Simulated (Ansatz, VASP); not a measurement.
# YN: VASP beside Ansatz

```xyz
2
Lattice="0.0000 2.4221 2.4221 2.4221 0.0000 2.4221 2.4221 2.4221 0.0000" Properties=species:S:1:pos:R:3 pbc="T T T"
Y     0.0000    0.0000    0.0000
N     2.4221    2.4221    2.4221
```

Change from the starting cell: volume scaled by 0.98.

Alike in both runs: task single point; functional PBE; k mesh 9 × 9 × 9; occupations fermi-dirac, width 0.05 eV; no spin polarisation.

|  | VASP | Ansatz |
| --- | --- | --- |
| version | VASP 6.6.1 | Ansatz 0.2.0 |
| potentials or method | VASP PAW PBE potentials, release 64 (Y_sv, N) | Ansatz PAW |
| plane-wave cutoff (eV) | 520 | 420 |
| valence electrons in the cell | 16 | 16 |

Ansatz gave:

* gap on the k mesh at the Fermi level (eV): 0.20
* least direct gap on the mesh (eV): 0.59
* pressure (GPa): 6.6

Question: Estimate VASP's values.

Answer: gap on the k mesh at the Fermi level (eV): 0.20; least direct gap on the mesh (eV): 0.59; pressure (GPa): 6.4.

Caveats: an odd mesh through Γ misses points on the zone boundary, where band edges often lie (VASP); odd divisions of the mesh miss points on the zone boundary, where band edges often lie, so the gap on the mesh can be too wide (Ansatz).
